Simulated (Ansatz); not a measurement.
Crystal: Te.

```
CELL_PARAMETERS angstrom
3.13077 0.00000 0.00000
0.00000 4.74291 0.00000
0.00000 0.00000 8.98561
ATOMIC_POSITIONS crystal
Te 0.50000 0.01253 0.50919
Te 0.50000 0.98747 0.00919
Te 0.50000 0.45473 0.26081
Te 0.50000 0.54527 0.76081
```

This isn't the form of Te at room conditions, which is trigonal, of chains.

* Program: Ansatz 0.2.0
* Task: single point
* Functional: PBE
* Potentials or basis: Ansatz PAW
* Cutoff: 420 eV (not typed: the program's choice for these potentials)
* k mesh: 9 × 6 × 3
* Occupations: fermi-dirac, width 0.05 eV
* Spin: no spin polarisation

On this cell: pressure 0.1 GPa; largest force 0.053 eV/Å; band gap on the k mesh none (metal or under the smearing width).

The same run follows on a disturbed copy (atoms moved at random, drawn with an rms of 0.05 Å):

```xyz
4
Lattice="3.1308 0.0000 0.0000 0.0000 4.7429 0.0000 0.0000 0.0000 8.9856" Properties=species:S:1:pos:R:3 pbc="T T T"
Te    1.5885    0.0659    4.5283
Te    1.5354    4.6781    0.1047
Te    1.6150    2.1902    2.3301
Te    1.5353    2.5571    6.8807
```

**Question.** What does the disturbed cell give?

**Answer.** The energy (extrapolated to zero smearing) moves by +2.3 meV/atom; pressure 0.0 GPa; largest force 0.194 eV/Å; band gap on the k mesh none (metal or under the smearing width).

Forces in eV/Å, atoms in the order of the input:
```
Te  -0.004 -0.014  0.193
Te   0.033 -0.014 -0.013
Te  -0.043  0.037 -0.003
Te   0.014 -0.009 -0.178
```

Stress tensor (GPa, compression positive):
```
 0.50 -0.01  0.01
-0.01 -0.55  0.15
 0.01  0.15 -0.06
```

Caveats: this functional lacks dispersion, which binds the layers, so the pressure and a relaxed spacing across them are unreliable (some runs).
